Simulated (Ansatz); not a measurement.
# Ge (Germanium): the cost of one run

Computed with Ansatz 0.2.0 (DFT PBE, scalar-relativistic, plane waves, PAW, unless a step's input says otherwise).

2 further runs of the same task are left out: 2 set aside as unsound or not needed.

## Step 1: The structure to begin with

It takes space group Fd-3m (No. 227, cubic). Conventional cell: a = 5.764 Å, b = 5.764 Å, c = 5.764 Å, α = 90.00°, β = 90.00°, γ = 90.00°. Ge (site symmetry -43m) is surrounded by 4 Ge at 2.50 Å.

As a file:

```cif
data_structure
_symmetry_space_group_name_H-M 'P 1'
_symmetry_Int_Tables_number 1
_cell_length_a 4.0755
_cell_length_b 4.0755
_cell_length_c 4.0755
_cell_angle_alpha 60.000
_cell_angle_beta 60.000
_cell_angle_gamma 60.000
_cell_volume 47.87
loop_
_atom_site_label
_atom_site_type_symbol
_atom_site_fract_x
_atom_site_fract_y
_atom_site_fract_z
_atom_site_occupancy
Ge1 Ge 0.00000 0.00000 0.00000 1
Ge2 Ge 0.25000 0.25000 0.25000 1
```

This cell was relaxed beforehand with the same method: volume 23.93 Å³/atom, gap on the mesh none (metal).

## Step 2: Strained cells: the elastic tensor

File input.yaml:

```yaml
crystal:
  lattice:
    - [0.0, 2.8818279814, 2.8818279814]
    - [2.8818279814, 0.0, 2.8818279814]
    - [2.8818279814, 2.8818279814, 0.0]
  atoms:
    - { symbol: Ge, position: [0.0, 0.0, 0.0] }
    - { symbol: Ge, position: [0.25, 0.25, 0.25] }
basis:
  ecutwfc: 420
kpoints:
  mp_grid: { grid: [14, 14, 14] }
hamiltonian:
  xc: pbe
scf:
  occupations: { method: fermi_dirac, width: 0.15 }
output:
  forces: true
  stress: true
  eigenvalues: true
elastic:
  mode: relaxed_ion
  amplitude: 0.005
```

Command:

```sh
ansatz run input.yaml --threads 1 --pin off --max-ram 2560MiB --backend cpu --events-out ev --progress --plain --runs-dir out
```

Q: Estimate wall time and peak memory on 1 thread of Intel Xeon Platinum 8375C at 2.90GHz (Ice Lake), shared host.

About 4.4 min, with a peak of 0.66 GiB.
